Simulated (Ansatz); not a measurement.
# ScH3: the cost of one run

Method: DFT PBE, scalar-relativistic, plane waves, PAW, in Ansatz 0.2.0.

**1. The starting structure**

It takes space group P4_132 (No. 213, cubic). Conventional cell: a = 7.170 Å, b = 7.170 Å, c = 7.170 Å, α = 90.00°, β = 90.00°, γ = 90.00°. Around Sc (site symmetry 32) lie 6 H at 2.20 Å. H (site symmetry 2) is surrounded by 2 Sc at 2.20 Å and 2 H at 2.20 Å.

Structure file:

```cif
data_structure
_symmetry_space_group_name_H-M 'P4_132'
_symmetry_Int_Tables_number 213
_cell_length_a 7.1704
_cell_length_b 7.1704
_cell_length_c 7.1704
_cell_angle_alpha 90.000
_cell_angle_beta 90.000
_cell_angle_gamma 90.000
_cell_volume 368.66
loop_
_atom_site_label
_atom_site_type_symbol
_atom_site_symmetry_multiplicity
_atom_site_Wyckoff_symbol
_atom_site_fract_x
_atom_site_fract_y
_atom_site_fract_z
_atom_site_occupancy
Sc1 Sc 4 a 0.87500 0.12500 0.62500 1
H1 H 12 d 0.62500 0.25000 0.50000 1
```

A structure generator made this guess: 6-connected net, bridging atoms on its edges (P4_132, No. 213). The dimensions are guesses.

**2. The guess as it stands, on a coarse mesh**

input.yaml

```yaml
crystal:
  lattice:
    - [7.17038153, 0.0, 0.0]
    - [0.0, 7.17038153, 0.0]
    - [0.0, 0.0, 7.17038153]
  atoms:
    - { symbol: Sc, position: [0.875, 0.125, 0.625] }
    - { symbol: Sc, position: [0.375, 0.375, 0.375] }
    - { symbol: Sc, position: [0.125, 0.625, 0.875] }
    - { symbol: Sc, position: [0.625, 0.875, 0.125] }
    - { symbol: H, position: [0.625, 0.25, 0.5] }
    - { symbol: H, position: [0.125, 0.25, 0.5] }
    - { symbol: H, position: [0.0, 0.875, 0.75] }
    - { symbol: H, position: [0.0, 0.375, 0.75] }
    - { symbol: H, position: [0.75, 0.0, 0.375] }
    - { symbol: H, position: [0.75, 0.0, 0.875] }
    - { symbol: H, position: [0.25, 0.5, 0.125] }
    - { symbol: H, position: [0.25, 0.5, 0.625] }
    - { symbol: H, position: [0.5, 0.125, 0.25] }
    - { symbol: H, position: [0.5, 0.625, 0.25] }
    - { symbol: H, position: [0.875, 0.75, 0.0] }
    - { symbol: H, position: [0.375, 0.75, 0.0] }
basis:
  ecutwfc: 420
kpoints:
  mp_grid: { grid: [4, 4, 4] }
hamiltonian:
  xc: pbe
scf:
  occupations: { method: gaussian, width: 0.1 }
  lower_state_search: "off"
output:
  forces: true
  stress: true
  eigenvalues: true
```

Command:

```bash
ansatz run input.yaml --threads 1 --pin off --max-ram 2560MiB --backend cpu --events-out ev --progress --plain --runs-dir out
```

What time and memory should one allow on 1 thread of Arm Neoverse V2, shared host?

About 7.5 s, with a peak of 0.47 GiB.
